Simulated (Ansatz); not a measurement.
**Bi2Te3: pressure against volume, fitted**

```
CELL_PARAMETERS angstrom
2.20850 1.27508 9.94667
-2.20850 1.27508 9.94667
0.00000 -2.55016 9.94667
ATOMIC_POSITIONS crystal
Bi 0.81200 0.81200 0.81200
Bi 0.40200 0.40200 0.40200
Te 0.61100 0.61100 0.61100
Te 0.20000 0.20000 0.20000
Te 0.00000 0.00000 0.00000
```

Atom numbers follow the list: Bi1, Bi2, Te3, Te4, Te5.

The cell comes from COD entry 9012858, which wasn't checked; take it as a given geometry.

Spin–orbit coupling is left out, though it moves levels of the heavy atoms by tenths of an eV or more.

All numbers below come from DFT, PBE, all-electron LAPW, scalar-relativistic (Ansatz 0.2.0).

Numerical set-up: a Γ-centred 8×8×8 k mesh, Fermi–Dirac smearing of 0.08 eV, basis error target 1 meV/atom, no spin polarisation.

The cell is scaled evenly. Fractional coordinates are held (clamped ions).

```csv
V (Å³/atom),P (GPa)
31.595,5.45
32.940,2.81
33.276,2.23
33.612,1.69
33.948,1.17
34.284,0.69
34.956,-0.21
35.629,-1.02
```

Fit a third-order Birch–Murnaghan curve to the pressures.

P = (3B0/2)(y^(7/2) − y^(5/2))[1 + (3/4)(B0′ − 4)(y − 1)] with y = (V0/V)^(2/3) fits within 0.01 GPa for V0 = 34.791 Å³/atom, B0 = 45.2 GPa and B0′ = 4.63.

Predict the pressure at the withheld volume, 32.267 Å³/atom.

There y = 1.0515, so the fit gives 4.06 GPa; the run gave 4.06 GPa.
